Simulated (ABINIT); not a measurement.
# SnO (Pmn2_1) in ABINIT: equation of state

How stiff is SnO in PBEsol, and what volume does it want? The cell is scaled to several volumes.

Program: ABINIT 10.8.3 (patched build). These are calculated values, not measurements. Logs are shortened: lines on timing, memory, paths and dates and some standing lists are left out, and cuts for length are marked. The log counts tension as positive stress, the text compression.

## Step 1: The crystal as given

It takes space group Pmn2_1 (No. 31, orthorhombic). The conventional cell has a = 3.355 Å, b = 5.674 Å, c = 4.222 Å, α = 90.00°, β = 90.00°, γ = 90.00°. Around Sn (site symmetry m) lie 3 O at 2.15 to 2.16 Å. Around O (site symmetry m) lie 3 Sn at 2.15 to 2.16 Å.

The cell comes from a database or a generator and needn't be the stable form of this composition.

## Step 2: Equation of state, PBEsol

File run.abi:

```
# Datasets: one volume each
ndtset 7
scalecart1 3*0.9795861087
scalecart2 3*0.9864848297
scalecart3 3*0.9932883884
scalecart4 3*1.0000000000
scalecart5 3*1.0066227096
scalecart6 3*1.0131594038
scalecart7 3*1.0196128224

# Pseudopotentials
pp_dirpath "./"
pseudos "Sn.upf, O.upf"

# Structure
acell 3*1.0
rprim
     6.3400405968     0.0000000000     0.0000000000
     0.0000000000    10.7225025626     0.0000000000
     0.0000000000     0.0000000000     7.9783670064
ntypat 2
znucl 50 8
natom 4
typat 1 1 2 2
chkprim 0
chksymtnons 0
tolsym 1.0e-6
xred
     0.5000000000     0.7680910000     0.0131440000
     0.0000000000     0.2319090000     0.5131440000
     0.5000000000     0.1087500000     0.2368570000
     0.0000000000     0.8912500000     0.7368570000

# Plane-wave basis
ecut 42.0

# k points
kptopt 1
ngkpt 8 5 6
nshiftk 1
shiftk 0.0 0.0 0.0

# Exchange and correlation
ixc -116133

# Bands and occupations
nband 24
occopt 3
tsmear 0.05 eV

# SCF cycle
nstep 100
tolvrs 1.0e-10

# Output
iomode 3
prtwf 0
prtden 0
prteig 0
prtebands 0
```

Potentials or basis: PseudoDojo NC SR PBEsol v0.4.1 standard.

Launch:

```console
> mpirun --bind-to none -np 4 abinit run.abi > log 2>&1
```

run.abo:

```text
.Version 10.8.3 of ABINIT
 DATASET    1 : space group Pm n 2_1 (# 31); Bravais oP (primitive ortho.)
================================================================================
 Values of the parameters that define the memory need for DATASET  1.
     intxc =       0    ionmov =       0      iscf =       7    lmnmax =       6
     lnmax =       6     mgfft =      64  mpssoang =       3    mqgrid =    3065
     natom =       4  nloc_mem =       1    nspden =       1   nspinor =       1
    nsppol =       1      nsym =       4    n1xccc =    2501    ntypat =       2
    occopt =       3   xclevel =       2
       mpw =        6664          nfft =      122880          nkpt =          60
================================================================================
================================================================================
[... 61 lines left out ...]
 DATASET    7 : space group Pm n 2_1 (# 31); Bravais oP (primitive ortho.)
================================================================================
 Values of the parameters that define the memory need for DATASET  7.
     intxc =       0    ionmov =       0      iscf =       7    lmnmax =       6
     lnmax =       6     mgfft =      64  mpssoang =       3    mqgrid =    3190
     natom =       4  nloc_mem =       1    nspden =       1   nspinor =       1
    nsppol =       1      nsym =       4    n1xccc =    2501    ntypat =       2
    occopt =       3   xclevel =       2
       mpw =        7512          nfft =      122880          nkpt =          60
================================================================================
================================================================================

--------------------------------------------------------------------------------
------------- Echo of variables that govern the present computation ------------
--------------------------------------------------------------------------------
 -outvars: echo values of preprocessed input variables --------
            acell      1.0000000000E+00  1.0000000000E+00  1.0000000000E+00 Bohr
              amu      1.18710000E+02  1.59994000E+01
          chkprim           0
      chksymtnons           0
             ecut      4.20000000E+01 Hartree
                       outvar_i_n : Printing only first  50 k-points.
              ixc     -116133
           jdtset        1    2    3    4    5    6    7
                       outvar_i_n : Printing only first  50 k-points.
         kptrlatt        8    0    0      0    5    0      0    0    6
          kptrlen1     4.68929849E+01
          kptrlen2     4.72232281E+01
          kptrlen3     4.75489158E+01
          kptrlen4     4.78702020E+01
          kptrlen5     4.81872325E+01
          kptrlen6     4.85001454E+01
          kptrlen7     4.88090718E+01
            natom           4
            nband          24
           ndtset           7
            ngfft          40      64      48
             nkpt          60
            nstep         100
             nsym           4
           ntypat           2
                       prtocc : prtvol=0, do not print more k-points.
           occopt           3
           prtden           0
        prtebands           0
           prteig           0
            prtwf           0
            rprim1     6.2106156972E+00  0.0000000000E+00  0.0000000000E+00
                       0.0000000000E+00  1.0503614561E+01  0.0000000000E+00
                       0.0000000000E+00  0.0000000000E+00  7.8154974896E+00
            rprim2     6.2543538684E+00  0.0000000000E+00  0.0000000000E+00
                       0.0000000000E+00  1.0577586114E+01  0.0000000000E+00
                       0.0000000000E+00  0.0000000000E+00  7.8705380176E+00
            rprim3     6.2974887068E+00  0.0000000000E+00  0.0000000000E+00
                       0.0000000000E+00  1.0650537290E+01  0.0000000000E+00
                       0.0000000000E+00  0.0000000000E+00  7.9248193059E+00
            rprim4     6.3400405968E+00  0.0000000000E+00  0.0000000000E+00
                       0.0000000000E+00  1.0722502563E+01  0.0000000000E+00
                       0.0000000000E+00  0.0000000000E+00  7.9783670064E+00
            rprim5     6.3820288445E+00  0.0000000000E+00  0.0000000000E+00
                       0.0000000000E+00  1.0793514583E+01  0.0000000000E+00
                       0.0000000000E+00  0.0000000000E+00  8.0312054142E+00
            rprim6     6.4234717511E+00  0.0000000000E+00  0.0000000000E+00
                       0.0000000000E+00  1.0863604304E+01  0.0000000000E+00
                       0.0000000000E+00  0.0000000000E+00  8.0833575595E+00
            rprim7     6.4643866870E+00  0.0000000000E+00  0.0000000000E+00
                       0.0000000000E+00  1.0932801101E+01  0.0000000000E+00
                       0.0000000000E+00  0.0000000000E+00  8.1348453015E+00
          spgroup          31
           tolsym      1.00000000E-06
           tolvrs      1.00000000E-10
           tsmear      1.83746611E-03 Hartree
            typat      1  1  2  2
                       outvars : Printing only first  50 k-points.
           xangst1     1.6432581452E+00  4.2692598155E+00  5.4360733862E-02
                       0.0000000000E+00  1.2890136384E+00  2.1222523141E+00
                       1.6432581452E+00  6.0446223811E-01  9.7958919206E-01
                       0.0000000000E+00  4.9538112158E+00  3.0474807723E+00
           xangst2     1.6548307669E+00  4.2993260160E+00  5.4743568544E-02
                       0.0000000000E+00  1.2980914983E+00  2.1371982454E+00
                       1.6548307669E+00  6.0871915468E-01  9.8648793477E-01
                       0.0000000000E+00  4.9886983596E+00  3.0689426116E+00
           xangst3     1.6662437536E+00  4.3289774775E+00  5.5121122330E-02
                       0.0000000000E+00  1.3070441365E+00  2.1519380095E+00
                       1.6662437536E+00  6.1291735051E-01  9.9329151489E-01
                       0.0000000000E+00  5.0231042634E+00  3.0901084021E+00
           xangst4     1.6775024989E+00  4.3582282125E+00  5.5493573642E-02
                       0.0000000000E+00  1.3158757836E+00  2.1664785722E+00
                       1.6775024989E+00  6.1705880958E-01  1.0000031476E+00
                       0.0000000000E+00  5.0570451865E+00  3.1109881462E+00
           xangst5     1.6886121108E+00  4.3870914923E+00  5.5861091465E-02
                       0.0000000000E+00  1.3245904468E+00  2.1808265307E+00
                       1.6886121108E+00  6.2114541088E-01  1.0066258781E+00
                       0.0000000000E+00  5.0905365283E+00  3.1315913172E+00
           xangst6     1.6995774316E+00  4.4155798974E+00  5.6223835986E-02
                       0.0000000000E+00  1.3331919244E+00  2.1949881386E+00
[... 16 lines left out ...]
                       3.1487443534E+00  1.1582459303E+00  1.8770489263E+00
                       0.0000000000E+00  9.4922913597E+00  5.8394585793E+00
            xcart4     3.1700202984E+00  8.2358577158E+00  1.0486765593E-01
                       0.0000000000E+00  2.4866448468E+00  4.0940511591E+00
                       3.1700202984E+00  1.1660721537E+00  1.8897320740E+00
                       0.0000000000E+00  9.5564304089E+00  5.8789155772E+00
            xcart5     3.1910144223E+00  8.2904014098E+00  1.0556216396E-01
                       0.0000000000E+00  2.5031131735E+00  4.1211648710E+00
                       3.1910144223E+00  1.1737947109E+00  1.9022472208E+00
                       0.0000000000E+00  9.6197198723E+00  5.9178499279E+00
            xcart6     3.2117358756E+00  8.3442366931E+00  1.0624765176E-01
                       0.0000000000E+00  2.5193676104E+00  4.1479264315E+00
                       3.2117358756E+00  1.1814169680E+00  1.9145998215E+00
                       0.0000000000E+00  9.6821873356E+00  5.9562786012E+00
            xcart7     3.2321933435E+00  8.3973861305E+00  1.0692440664E-01
                       0.0000000000E+00  2.5354149705E+00  4.1743470574E+00
                       3.2321933435E+00  1.1889421197E+00  1.9267950536E+00
                       0.0000000000E+00  9.7438589813E+00  5.9942177044E+00
             xred      5.0000000000E-01  7.6809100000E-01  1.3144000000E-02
                       0.0000000000E+00  2.3190900000E-01  5.1314400000E-01
                       5.0000000000E-01  1.0875000000E-01  2.3685700000E-01
                       0.0000000000E+00  8.9125000000E-01  7.3685700000E-01
            znucl       50.00000    8.00000

================================================================================

 chkinp: Checking input parameters for consistency, jdtset=   1.

 chkinp: Checking input parameters for consistency, jdtset=   2.

 chkinp: Checking input parameters for consistency, jdtset=   3.

 chkinp: Checking input parameters for consistency, jdtset=   4.
[... 28 lines left out ...]
--- Pseudopotential description ------------------------------------------------
- pspini: atom type   1  psp file is ./Sn.upf
12 -116133 2 -1 1628                          pspcod,pspxc,lmax,lloc,mmax
     nproj     2     2     2

- pspini: atom type   2  psp file is ./O.upf
12 -116133 2 -1 936                           pspcod,pspxc,lmax,lloc,mmax
     nproj     2     2     1

   3.09399674E+03                                ecore*ucvol(ha*bohr**3)
--------------------------------------------------------------------------------

================================================================================

--- !BeginCycle
iteration_state: {dtset: 1, }
solver: {iscf: 7, nstep: 100, nline: 4, wfoptalg: 0, }
tolerances: {tolvrs: 1.00E-10, }
...

     iter   Etot(hartree)      deltaE(h)  residm     vres2
 ETOT  1  -189.35423395924    -1.894E+02 2.870E-01 1.625E+03
 ETOT  2  -189.57421053808    -2.200E-01 6.675E-02 3.330E+03
 ETOT  3  -190.22882685336    -6.546E-01 1.468E-02 1.221E+02
 ETOT  4  -190.23695486895    -8.128E-03 8.005E-02 7.508E+01
 ETOT  5  -190.23913258617    -2.178E-03 8.159E-04 3.129E+01
 ETOT  6  -190.24274766376    -3.615E-03 2.105E-04 3.711E-01
 ETOT  7  -190.24282578132    -7.812E-05 5.165E-05 5.505E-02
 ETOT  8  -190.24282872007    -2.939E-06 2.845E-05 7.215E-03
 ETOT  9  -190.24283015556    -1.435E-06 1.793E-05 5.762E-04
 ETOT 10  -190.24283024973    -9.417E-08 1.035E-05 3.943E-05
 ETOT 11  -190.24283025952    -9.796E-09 9.014E-06 1.345E-06
[... 1189 lines left out ...]
 Cartesian components of stress tensor (hartree/bohr^3)
  sigma(1 1)=  2.43401531E-04  sigma(3 2)=  0.00000000E+00
  sigma(2 2)=  2.07471823E-04  sigma(3 1)=  0.00000000E+00
  sigma(3 3)=  1.76892151E-04  sigma(2 1)=  0.00000000E+00

-Cartesian components of stress tensor (GPa)         [Pressure= -6.1565E+00 GPa]
- sigma(1 1)=  7.16112028E+00  sigma(3 2)=  0.00000000E+00
- sigma(2 2)=  6.10403177E+00  sigma(3 1)=  0.00000000E+00
- sigma(3 3)=  5.20434676E+00  sigma(2 1)=  0.00000000E+00

== END DATASET(S) ==============================================================
================================================================================

 -outvars: echo values of variables after computation  --------
            acell      1.0000000000E+00  1.0000000000E+00  1.0000000000E+00 Bohr
           etotal1    -1.9024283026E+02
           etotal2    -1.9024344438E+02
           etotal3    -1.9024339537E+02
           etotal4    -1.9024275385E+02
           etotal5    -1.9024158310E+02
           etotal6    -1.9023993936E+02
           etotal7    -1.9023787335E+02
            fcart1    -0.0000000000E+00 -1.1342302706E-02  3.6585744050E-03
                      -0.0000000000E+00  1.1342302706E-02  3.6585744050E-03
                      -0.0000000000E+00 -4.8586631368E-04 -3.6585744050E-03
                      -0.0000000000E+00  4.8586631368E-04 -3.6585744050E-03
            fcart2    -0.0000000000E+00 -5.1561662806E-03  1.7205114945E-03
                      -0.0000000000E+00  5.1561662806E-03  1.7205114945E-03
                      -0.0000000000E+00 -9.9244712727E-04 -1.7205114945E-03
                      -0.0000000000E+00  9.9244712727E-04 -1.7205114945E-03
            fcart3    -0.0000000000E+00  5.6852019312E-04 -7.8058591628E-05
                      -0.0000000000E+00 -5.6852019312E-04 -7.8058591628E-05
                      -0.0000000000E+00 -1.4295724241E-03  7.8058591628E-05
                      -0.0000000000E+00  1.4295724241E-03  7.8058591628E-05
            fcart4    -0.0000000000E+00  5.8701832167E-03 -1.7484071141E-03
                      -0.0000000000E+00 -5.8701832167E-03 -1.7484071141E-03
                      -0.0000000000E+00 -1.8045075471E-03  1.7484071141E-03
[... 58 lines left out ...]
                       1.6662437536E+00  6.1291735051E-01  9.9329151489E-01
                       0.0000000000E+00  5.0231042634E+00  3.0901084021E+00
           xangst4     1.6775024989E+00  4.3582282125E+00  5.5493573642E-02
                       0.0000000000E+00  1.3158757836E+00  2.1664785722E+00
                       1.6775024989E+00  6.1705880958E-01  1.0000031476E+00
                       0.0000000000E+00  5.0570451865E+00  3.1109881462E+00
           xangst5     1.6886121108E+00  4.3870914923E+00  5.5861091465E-02
                       0.0000000000E+00  1.3245904468E+00  2.1808265307E+00
                       1.6886121108E+00  6.2114541088E-01  1.0066258781E+00
                       0.0000000000E+00  5.0905365283E+00  3.1315913172E+00
           xangst6     1.6995774316E+00  4.4155798974E+00  5.6223835986E-02
                       0.0000000000E+00  1.3331919244E+00  2.1949881386E+00
                       1.6995774316E+00  6.2517893562E-01  1.0131625928E+00
                       0.0000000000E+00  5.1235928862E+00  3.1519268954E+00
           xangst7     1.7104030575E+00  4.4437053684E+00  5.6581959247E-02
                       0.0000000000E+00  1.3416838217E+00  2.2089693317E+00
                       1.7104030575E+00  6.2916107442E-01  1.0196160317E+00
                       0.0000000000E+00  5.1562281157E+00  3.1720034042E+00
             xred      5.0000000000E-01  7.6809100000E-01  1.3144000000E-02
                       0.0000000000E+00  2.3190900000E-01  5.1314400000E-01
                       5.0000000000E-01  1.0875000000E-01  2.3685700000E-01
                       0.0000000000E+00  8.9125000000E-01  7.3685700000E-01
 Calculation completed.
```

Wall time 12 min (4 MPI ranks of Arm Neoverse V2, shared host); peak memory 0.64 GiB.

Results:

- Equilibrium volume: 19.46 Å³/atom
- Bulk modulus at fixed shape and positions: 83 GPa
- Pressure derivative of the bulk modulus: 4.5

Energy against volume, from the lowest point:
| volume (Å³/atom) | energy (meV/atom) |
| --- | --- |
| 18.887 | 4.18 |
| 19.289 | 0.00 |
| 19.691 | 0.33 |
| 20.093 | 4.70 |
| 20.495 | 12.66 |
| 20.897 | 23.84 |
| 21.299 | 37.90 |

Caveat: pressures at fixed basis lie under the slope of the energies; the cell was scaled at fixed shape and fractional positions, which overstates the stiffness of a crystal with free parameters, most of all of layers and chains.
